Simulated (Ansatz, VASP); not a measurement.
# Two plane-wave programs on GaN

```
CELL_PARAMETERS angstrom
3.21836 0.00000 0.00000
-1.60918 2.78718 0.00000
0.00000 0.00000 5.24311
ATOMIC_POSITIONS crystal
Ga 0.66667 0.33333 0.49913
Ga 0.33333 0.66667 0.99913
N 0.66667 0.33333 0.87587
N 0.33333 0.66667 0.37587
```

Alike in both runs: functional PBE; k mesh 9 × 9 × 6; occupations gaussian, width 0.02 eV; no spin polarisation.

Ansatz relaxed the structure, and its values are those at the end. VASP's run is a single point on that final structure, the one shown.

|  | VASP | Ansatz |
| --- | --- | --- |
| version | VASP 6.6.1 | Ansatz 0.2.0 |
| potentials or method | VASP PAW PBE potentials, release 64 (Ga_d, N) | scalar-relativistic, plane waves, PAW |
| plane-wave cutoff (eV) | 520 | 420 |
| valence electrons in the cell | 36 | 36 |

Ansatz gave:

* gap on the k mesh at the Fermi level (eV): 1.71
* least direct gap on the mesh (eV): 1.71
* pressure (GPa): 0.0

Q: What did VASP give for the same quantities?

A: gap on the k mesh at the Fermi level (eV): 1.72; least direct gap on the mesh (eV): 1.72; pressure (GPa): 0.1.

As with any semilocal functional, this PBE gap is likely too small.
